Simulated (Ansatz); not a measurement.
A calculation with Ansatz 0.2.0 of Ta (ASE script, structure from a CIF):

The input run.py:

```python
import json

import ase.io
import numpy as np
import spglib

import ansatz as az

atoms = ase.io.read("Ta.cif")
cell, frac, numbers = spglib.find_primitive((atoms.cell[:], atoms.get_scaled_positions(), atoms.numbers), symprec=1e-5)
atoms = ase.Atoms(numbers, cell=cell, scaled_positions=frac, pbc=True)

calculation = (
    az.Crystal.from_ase(atoms)
    .calculation()
    .kpoints(8, 8, 8)
    .functional("pbe0")
    .pseudopotentials(kind="paw")
    .occupations(method="methfessel_paxton", width=0.025)
    .density()
    .potential()
    .output_files(volumetric_format="npy")
    .electron_localization_function()
    .forces()
    .stress()
    .band_table(publish=True)
)
outcome = calculation.run(threads=2, events_out="events.jsonl")

report = outcome.report
for line in open("events.jsonl"):
    event = json.loads(line)
    if event["event"] == "scf_iter":
        d = event["data"]
        print(f"SCF {d['iter']:3d}  HF = {d['harris_foulkes_ev']:.6f} eV  dr2 = {d['dr2_ev']:.2e} eV")
    elif event["event"] in ("relax_step", "md_step"):
        d = event["data"]
        print(f"{event['event']} {d['step']:3d}  E = {d['lagrangian_ev']:.6f} eV")
np.set_printoptions(precision=5, suppress=True, linewidth=110)
print("converged:", report["converged"], "after", report["n_iterations"], "iterations")
print(f"free energy {report['free_energy_ev']:.6f} eV, Fermi level {report['fermi_energy_ev']:.4f} eV")
for key in ("band_edges_ev", "magnetization_mub", "site_moments_mub", "site_moments_nc_mub", "forces_ev_ang",
                "stress_gpa", "kpoints_frac", "eigenvalues_ev"):
    if report.get(key) is not None:
        print(key, np.array(report[key]), sep="\n")
```

Ta.cif

```cif
data_Ta
_cell_length_a 3.25792534
_cell_length_b 3.25792534
_cell_length_c 3.25792534
_cell_angle_alpha 90.00000000
_cell_angle_beta 90.00000000
_cell_angle_gamma 90.00000000
_space_group_name_H-M_alt 'Im-3m'
_space_group_name_Hall '-I 4 2 3'
_space_group_IT_number 229
loop_
_space_group_symop_operation_xyz
'x,y,z'
'-x,-y,-z'
'-y,x,z'
'y,-x,-z'
'-x,-y,z'
'x,y,-z'
'y,-x,z'
'-y,x,-z'
'x,-y,-z'
'-x,y,z'
'-y,-x,-z'
'y,x,z'
'-x,y,-z'
'x,-y,z'
'y,x,-z'
'-y,-x,z'
'z,x,y'
'-z,-x,-y'
'z,-y,x'
'-z,y,-x'
'z,-x,-y'
'-z,x,y'
'z,y,-x'
'-z,-y,x'
'-z,x,-y'
'z,-x,y'
'-z,-y,-x'
'z,y,x'
'-z,-x,y'
'z,x,-y'
'-z,y,x'
'z,-y,-x'
'y,z,x'
'-y,-z,-x'
'x,z,-y'
'-x,-z,y'
'-y,z,-x'
'y,-z,x'
'-x,z,y'
'x,-z,-y'
'-y,-z,x'
'y,z,-x'
'-x,-z,-y'
'x,z,y'
'y,-z,-x'
'-y,z,x'
'x,-z,y'
'-x,z,-y'
'x+1/2,y+1/2,z+1/2'
'-x+1/2,-y+1/2,-z+1/2'
'-y+1/2,x+1/2,z+1/2'
'y+1/2,-x+1/2,-z+1/2'
'-x+1/2,-y+1/2,z+1/2'
'x+1/2,y+1/2,-z+1/2'
'y+1/2,-x+1/2,z+1/2'
'-y+1/2,x+1/2,-z+1/2'
'x+1/2,-y+1/2,-z+1/2'
'-x+1/2,y+1/2,z+1/2'
'-y+1/2,-x+1/2,-z+1/2'
'y+1/2,x+1/2,z+1/2'
'-x+1/2,y+1/2,-z+1/2'
'x+1/2,-y+1/2,z+1/2'
'y+1/2,x+1/2,-z+1/2'
'-y+1/2,-x+1/2,z+1/2'
'z+1/2,x+1/2,y+1/2'
'-z+1/2,-x+1/2,-y+1/2'
'z+1/2,-y+1/2,x+1/2'
'-z+1/2,y+1/2,-x+1/2'
'z+1/2,-x+1/2,-y+1/2'
'-z+1/2,x+1/2,y+1/2'
'z+1/2,y+1/2,-x+1/2'
'-z+1/2,-y+1/2,x+1/2'
'-z+1/2,x+1/2,-y+1/2'
'z+1/2,-x+1/2,y+1/2'
'-z+1/2,-y+1/2,-x+1/2'
'z+1/2,y+1/2,x+1/2'
'-z+1/2,-x+1/2,y+1/2'
'z+1/2,x+1/2,-y+1/2'
'-z+1/2,y+1/2,x+1/2'
'z+1/2,-y+1/2,-x+1/2'
'y+1/2,z+1/2,x+1/2'
'-y+1/2,-z+1/2,-x+1/2'
'x+1/2,z+1/2,-y+1/2'
'-x+1/2,-z+1/2,y+1/2'
'-y+1/2,z+1/2,-x+1/2'
'y+1/2,-z+1/2,x+1/2'
'-x+1/2,z+1/2,y+1/2'
'x+1/2,-z+1/2,-y+1/2'
'-y+1/2,-z+1/2,x+1/2'
'y+1/2,z+1/2,-x+1/2'
'-x+1/2,-z+1/2,-y+1/2'
'x+1/2,z+1/2,y+1/2'
'y+1/2,-z+1/2,-x+1/2'
'-y+1/2,z+1/2,x+1/2'
'x+1/2,-z+1/2,y+1/2'
'-x+1/2,z+1/2,-y+1/2'
loop_
_atom_site_label
_atom_site_type_symbol
_atom_site_symmetry_multiplicity
_atom_site_Wyckoff_symbol
_atom_site_fract_x
_atom_site_fract_y
_atom_site_fract_z
_atom_site_occupancy
Ta1 Ta 2 a 0.0000000000 0.0000000000 0.0000000000 1
```

Potentials or basis: Ansatz PAW.

The run is started by

```bash
$ python run.py
```

The cell isn't the ideal one: volume scaled by 0.96.

Question: Write the same calculation in another form: native input, structure typed inline.

Answer: As run:

The input input.yaml:

```yaml
crystal:
  lattice:
    - [-1.62896267, 1.62896267, 1.62896267]
    - [1.62896267, -1.62896267, 1.62896267]
    - [1.62896267, 1.62896267, -1.62896267]
  atoms:
    - { symbol: Ta, position: [0.0, 0.0, 0.0] }
hamiltonian:
  xc: pbe0
  pseudopotentials: { kind: paw }
kpoints:
  mp_grid: { grid: [8, 8, 8] }
scf:
  occupations: { method: methfessel_paxton, width: 0.025 }
output:
  forces: true
  stress: true
  eigenvalues: true
```

Potentials or basis: Ansatz PAW.

Run with:

```sh
$ ansatz run input.yaml --threads 2 --pin off --max-ram 5120MiB --backend cpu --events-out ev --progress --plain --runs-dir out
```

Both were run:

|  | ASE script, structure from a CIF | native input, structure typed inline |
| --- | --- | --- |
| Pressure | 6.9 GPa | 6.9 GPa |
| Band gap on the k mesh | none (metal or under the smearing width) | none (metal or under the smearing width) |

Keys that steer only the numerical path or the files written may differ.

Caveat: the PAW data sets come from PBE, with cores solved anew for the run's functional, which leaves a small shift of forces and pressure; the thresholds are loose for stress.
